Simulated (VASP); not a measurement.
Set up this calculation in VASP 6.6.1, as the native input.

| Item | Value |
| --- | --- |
| Task | band structure |
| Functional | rev-vdW-DF2 |
| Potentials or basis | VASP PAW PBE potentials, release 64 (Ge_d, S) |
| Cutoff | 520 eV |
| k mesh | 4 × 8 × 6 |
| Occupations | gaussian, width 0.03 eV |
| Spin | no spin polarisation |
| Further INCAR settings | ALGO = Fast; EDIFF = 1e-06; NBANDS = 50 |

The structure of GeS lies in POSCAR:

```
GeS                                     
1.0
   10.5599967841      0.0000000000      0.0000000000
    0.0000000000      3.6845970436      0.0000000000
    0.0000000000      0.0000000000      4.2845637245
  Ge              S             
     4     4
Direct
     0.1226636190946889    0.2500000000000000    0.1254833279462497
     0.3773363809053111    0.7500000000000000    0.6254833279462497
     0.6226636190946888    0.2500000000000000    0.3745166720537503
     0.8773363809053112    0.7500000000000000    0.8745166720537503
     0.8503711750333945    0.2500000000000000    0.4975068965421365
     0.6496288249666055    0.7500000000000000    0.9975068965421365
     0.3503711750333946    0.2500000000000000    0.0024931034578635
     0.1496288249666054    0.7500000000000000    0.5024931034578635
```

The input as run:

INCAR

```
SYSTEM = GeS
PREC = Accurate
ENCUT = 520
EDIFF = 1E-6
ISMEAR = 0
SIGMA = 0.03
LREAL = .FALSE.
LASPH = .TRUE.
NELM = 80
ALGO = Fast
ISIF = 2
LWAVE = .FALSE.
LCHARG = .FALSE.
GGA = MK
LUSE_VDW = .TRUE.
AGGAC = 0.0
PARAM1 = 0.1234
PARAM2 = 0.711357
ZAB_VDW = -1.8867
NBANDS = 50
ICORELEVEL = 1
KPAR = 2
```

KPOINTS

```
regular mesh
0
G
  4 8 6
  0 0 0
```

KPOINTS_OPT

```
explicit points
188
Reciprocal
 0.0000000000  0.0000000000  0.0000000000 1
 0.0000000000  0.0357142857  0.0000000000 1
 0.0000000000  0.0714285714  0.0000000000 1
 0.0000000000  0.1071428571  0.0000000000 1
 0.0000000000  0.1428571429  0.0000000000 1
 0.0000000000  0.1785714286  0.0000000000 1
[... 180 lines left out ...]
 0.0000000000  0.0000000000  0.5000000000 1
 0.5000000000  0.0000000000  0.0000000000 1
```

Potentials or basis: VASP PAW PBE potentials, release 64 (Ge_d, S).

Run with:

```sh
$ cat potpaw_PBE.64/Ge_d/POTCAR potpaw_PBE.64/S/POTCAR > POTCAR
$ mpirun -np 2 vasp_std > vasp.out
```

Results of the run:

```json
{
  "Pressure": "0.0 GPa",
  "Largest force": "0.004 eV/Å",
  "Band gap on the k mesh": "1.10 eV, indirect (least direct gap 1.17 eV)",
  "Band gap along the path": "1.09 eV, indirect (least direct gap 1.17 eV)"
}
```

Caveat: the PAW data sets were made with another functional, which shifts forces and pressure a little.

Run time: 13 min on 2 MPI ranks on Intel(R) Xeon(R) Platinum 8488C (Sapphire Rapids), on a shared host, peak memory 0.86 GiB a rank.
